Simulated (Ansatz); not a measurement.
# Mg: equation of state with PBEsol-PBE

The system is Mg.

```xyz
1
Lattice="-1.8360 1.8360 1.6794 1.8360 -1.8360 1.6794 1.8360 1.8360 -1.6794" Properties=species:S:1:pos:R:3 pbc="T T T"
Mg    0.0000    0.0000    0.0000
```

This isn't the form of Mg at room conditions, which is hcp.

```
Program             : Ansatz 0.2.0
Task                : equation of state
Functional          : PBEsol-PBE
Potentials or basis : all-electron LAPW, non-relativistic
Basis error allowed : 0.001 eV/atom
k mesh              : 11 × 11 × 11
Occupations         : tetrahedron
Spin                : no spin polarisation
```

- Equilibrium volume: 22.55 Å³/atom
- Bulk modulus at fixed shape and positions: 37 GPa
- Pressure derivative of the bulk modulus: 3.8

Energy against volume, from the lowest point:
```tsv
volume (Å³/atom)	energy (meV/atom)
21.286	9.03
21.738	3.57
22.191	0.64
22.644	0.00
23.097	1.44
23.550	4.76
24.003	9.79
```

All runs of the series together: 10 s on 1 thread of Intel(R) Xeon(R) 6975P-C (Granite Rapids), on a shared host.

Caveat: the cell was scaled at fixed shape and fractional positions, which overstates the stiffness of a crystal with free parameters, most of all of layers and chains; with tetrahedron occupations forces and stress needn't match the slope of the energy.
